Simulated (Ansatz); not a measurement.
# How settings move the results for NaCl

```xyz
2
Lattice="0.0000 2.8317 2.8317 2.8317 0.0000 2.8317 2.8317 2.8317 0.0000" Properties=species:S:1:pos:R:3 pbc="T T T"
Na    0.0000    0.0000    0.0000
Cl    2.8317    2.8317    2.8317
```

Atoms are numbered in the order listed.

The structure is an experimental refinement, used without relaxation. It was measured hot, at 423 K.

Theory: DFT, PBE, PAW with Ansatz's default frozen-core files, scalar-relativistic in Ansatz 0.2.0.

Sampling and basis: a Γ-centred 7×7×7 k mesh, Fermi–Dirac smearing of 0.03 eV, cutoff 420 eV, no spin polarisation. One setting is then changed at a time.

P includes the program's estimate of the Pulay (finite-basis) term, listed apart; without it the pressure would be far more sensitive to the cutoff.

```tsv
PAW cutoff (eV)	free energy less the base's (meV/atom)	P (GPa)	Pulay term in P (GPa)	gap on the mesh (eV)
420 (base)	0.0	0.42	0.00	5.060
150	?	-1.35	255.41	4.596
200	1640	?	57.46	4.991
300	27.5	0.38	1.84	5.058
500	-0.3	0.42	0.01	5.060
800	-0.4	0.42	0.00	5.060
```

**Question.** What belongs in the row "200", column "P (GPa)"?

**Answer.** 0.68.

**Question.** Fill in "free energy less the base's (meV/atom)" for the row "150".

**Answer.** 10157.
